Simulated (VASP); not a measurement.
Crystal: HfC.

```
Hf C
1.0
     0.00000    2.32500    2.32500
     2.32500    0.00000    2.32500
     2.32500    2.32500    0.00000
Hf C
1 1
Direct
  0.49660 0.53873 0.47983
  0.04737 0.04103 0.96632
```

The cell isn't the ideal one: atoms moved at random, drawn with an rms of 0.15 Å.

```yaml
Program: VASP 6.6.1
Task: relaxation of cell and atoms
Functional: PBEsol
Potentials_or_basis: VASP PAW PBE potentials, release 64 (Hf, C)
Cutoff: 580 eV
k_mesh: 10 × 10 × 10
Occupations: gaussian, width 0.05 eV
Spin: no spin polarisation
```

At the start: pressure -4.6 GPa; volume 12.57 Å³/atom.

Problem. Where does the relaxation end?

Solution. Over 11 steps the energy falls by 50.6 meV/atom and the volume is 12.24 Å³/atom (-2.6 %); space group Fm-3m (No. 225, to 0.05 Å).

The path:
```
step  energy change (eV)  largest force (eV/Å)  pressure (GPa)  volume (Å³)
   1              0.0000                1.1188           -4.56        25.14
   2             -0.0710                0.4081            7.57        23.85
   3             -0.0730                0.5164            5.58        24.03
   4             -0.0884                0.3778           -3.25        24.80
   5             -0.0998                0.0346           -0.19        24.49
   6             -0.1010                0.0159            0.25        24.45
   7             -0.1011                0.0214            0.15        24.46
   8             -0.1012                0.0041           -0.23        24.49
   9             -0.1012                0.0088           -0.14        24.49
  10             -0.1012                0.0017            0.11        24.46
  11             -0.1012                0.0029            0.03        24.47
```

Final structure:
```cif
data_structure
_symmetry_space_group_name_H-M 'P 1'
_symmetry_Int_Tables_number 1
_cell_length_a 3.2593
_cell_length_b 3.2588
_cell_length_c 3.2588
_cell_angle_alpha 59.996
_cell_angle_beta 59.998
_cell_angle_gamma 59.997
_cell_volume 24.47
loop_
_atom_site_label
_atom_site_type_symbol
_atom_site_fract_x
_atom_site_fract_y
_atom_site_fract_z
_atom_site_occupancy
Hf1 Hf 0.52204 0.53988 0.47306 1
C1 C 0.02193 0.03988 0.97309 1
```

Caveat: the PAW data sets were made with another functional, which shifts forces and pressure a little.
